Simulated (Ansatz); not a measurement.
Level of theory: DFT PBE, scalar-relativistic, plane waves, PAW in Ansatz 0.2.0. All cells share a 420 eV cutoff and Γ-centred k meshes spaced at most about 0.3 Å⁻¹ (about 0.25 or finer for metals, 2π included). No spin polarisation.

These are static total energies at zero pressure.

Compare these two cells of Be3S5, each relaxed at this level.

A.

```xyz
8
Lattice="-1.7864 1.7864 10.9179 1.7864 -1.7864 10.9179 1.7864 1.7864 -10.9179" Properties=species:S:1:pos:R:3 pbc="T T T"
Be    0.0000    0.0000   17.5998
Be    0.0000    0.0000    4.2360
Be    0.0000    0.0000    0.0000
S     1.7864    0.0000    9.8315
S     1.7864    0.0000    7.7388
S     0.0000    1.7864    5.4590
S     1.7864    0.0000    1.0864
S     1.7864    0.0000    3.1791
```

B.

```xyz
16
Lattice="2.4500 -7.1090 0.0000 2.4500 7.1090 0.0000 0.0000 0.0000 10.2482" Properties=species:S:1:pos:R:3 pbc="T T T"
Be    2.4500    3.6839    4.0889
Be    2.4500    3.6839    1.0352
Be    2.4500   -3.9817    2.5620
Be    2.4500   -3.6839    6.1593
Be    2.4500   -3.6839    9.2130
Be    2.4500    3.9817    7.6861
S     2.4500    5.7176    3.5407
S     2.4500    5.7176    1.5834
S     2.4500   -2.8886    4.2546
S     2.4500   -2.8886    0.8695
S     2.4500   -5.7176    6.7075
S     2.4500   -5.7176    8.6647
S     2.4500    2.8886    9.3787
S     2.4500    2.8886    5.9936
S     2.4500   -2.3364    7.6861
S     2.4500    2.3364    2.5620
```

Task: Which would you expect to be lower, and how large is the difference?

Result: A is lower, by 101 meV/atom. A has space group I-4m2 (No. 119), 17.4 Å³/atom and no gap on its mesh; B has space group Cmcm (No. 63), 22.3 Å³/atom and no gap. Counting S atoms around Be (those within 1.25 times the shortest such distance or 1.15 times the sum of covalent radii; a plus sign parts nearer from farther groups; a slash parts the counts of unlike sites), A has Be 4 and B has Be 2/3+2. A and B both hold S–S pairs. Both come from invented guesses. The lowest form computed isn't among them: it has space group I-4m2 (No. 119), 17.4 Å³/atom and lies 46 meV/atom below the best shown.

No dispersion correction is applied, so the spacing and binding between layers, chains or molecules are poorly described (Cmcm), and this can change margins and order among such cells. Cells relaxed within their symmetry can be saddle points. Some candidate types were left out of the draw beforehand, so a known form may be missing.
